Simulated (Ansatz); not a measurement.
**LiH: properties at the relaxed cell**

An exercise on one series of results from a longer session: the logs are not shown, and one member is left open.

Method: DFT PBE, scalar-relativistic, plane waves, PAW, in Ansatz 0.2.0.

1 further run of the same task is left out (set aside as unsound or not needed).

### The structure to begin with

The structure is cubic, space group Fm-3m (No. 225). The conventional cell has a = 4.007 Å, b = 4.007 Å, c = 4.007 Å, α = 90.00°, β = 90.00°, γ = 90.00°. Around Li (site symmetry m-3m) lie 6 H at 2.00 Å. Around H (site symmetry m-3m) lie 6 Li at 2.00 Å.

As a file:

```
Li H
1.0
     0.00000    2.00340    2.00340
     2.00340    0.00000    2.00340
     2.00340    2.00340    0.00000
Li H
1 1
Cartesian
  0.0000 0.0000 0.0000
  2.0034 2.0034 2.0034
```

This cell was relaxed beforehand with the same method: volume 8.04 Å³/atom, gap on the mesh 2.98 eV.

Set-up of the first run:

The input, input.yaml:

```yaml
crystal:
  lattice:
    - [0.0, 2.0033987317, 2.0033987317]
    - [2.0033987317, 0.0, 2.0033987317]
    - [2.0033987317, 2.0033987317, 0.0]
  atoms:
    - { symbol: Li, position: [0.0, 0.0, 0.0] }
    - { symbol: H, position: [0.5, 0.5, 0.5] }
basis:
  ecutwfc: 420
kpoints:
  mp_grid: { grid: [10, 10, 10] }
  band_path:
    path:
      - [[0.0, 0.0, 0.0], [0.5, 0.0, 0.5], [0.625, 0.25, 0.625]]
      - [[0.375, 0.375, 0.75], [0.0, 0.0, 0.0], [0.5, 0.5, 0.5], [0.5, 0.25, 0.75], [0.5, 0.0, 0.5]]
    npoints: 14
hamiltonian:
  xc: pbe
scf:
  occupations: { method: gaussian, width: 0.02 }
  n_extra_bands: 6
output:
  forces: true
  stress: true
  eigenvalues: true
  populations: true
  dos: { projected: true, de: 0.02, nscf_kmesh: { grid: [15, 15, 15] } }
  bader: true
```

Launch:

```console
ansatz run input.yaml --threads 1 --pin off --max-ram 2560MiB --backend cpu --events-out ev --progress --plain --runs-dir out
```

Among the steps run: Static run: bands, density of states and charges; Band edges anywhere in the zone; Eigenvalues a small step from each edge; Volume × 0.97; The cell scaled to 1.03 of its volume; The cell scaled to 0.94 of its volume; Point at V/V0 = 1.06.

One of the session's tables, all rows but one given; the rest of the session is left out.

It belongs to the step «Energy against volume». 

```
volume (Å³/atom)  energy above the lowest point (meV/atom)  pressure (GPa)  gap on the mesh (eV)
           7.558                                       3.6            2.50                  2.93
           7.800                                       0.9            1.17                  2.96
           8.041                                       0.0            0.01                  2.98
           8.282                                         ?               ?                     ?
           8.523                                       3.0           -1.92                  3.03
```

**Question.** Estimate the row for volume (Å³/atom) = 8.282.

Worked estimate for «energy above the lowest point (meV/atom)». A straight line through the neighbours (8.041, 0.0) and (8.523, 3.0) gives 0.0 + (3.0 − 0.0) × (8.282 − 8.041) / (8.523 − 8.041) = 1.5; a parabola fitted to 3 rows on both sides gives 0.7.

**Answer.** energy above the lowest point (meV/atom): 0.8; pressure (GPa): -1.02; gap on the mesh (eV): 3.01. In «energy above the lowest point (meV/atom)» the line misses by +0.7 and the parabola by -0.1.
